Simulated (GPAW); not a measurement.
The system is AlNi.

```
Ni Al
1.0
     1.93869   -1.95319    0.00000
     1.93869    1.95319    0.00000
     0.00000    0.00000    3.09943
Ni Al
1 1
Direct
  0.50000 0.50000 0.50000
  0.00000 0.00000 0.00000
```

The cell comes from a database or a generator and needn't be the stable form of this composition.

Base run:

| Quantity | Value |
| --- | --- |
| Program | GPAW 26.7.0 |
| Functional | PBEsol |
| Potentials or basis | PAW data sets generated in the run's folder for this functional |
| Cutoff | 600 eV |
| Basis | pw |
| k mesh | 7 × 7 × 6 |
| Occupations | fermi-dirac, width 0.05 eV |
| Spin | collinear spin, ferromagnetic start |
| Starting moments | [1.0, 0.0] μB |
| Hubbard terms | Ni d U = 3 eV |

Its results: pressure -0.6 GPa; net moment 0.20 μB per cell; site moments Ni +0.20; Al +0.00 μB.

The run is repeated on the same cell with these changes: hubbard terms from Ni d U = 3 eV to Ni d U = 2 eV. What comes out?

Pressure 0.0 GPa; net moment 0.12 μB per cell; site moments Ni +0.12; Al +0.00 μB.

Caveats: the stock nickel data set gives pressures a few GPa off other programs; the U is typed as a test and isn't derived for this compound.
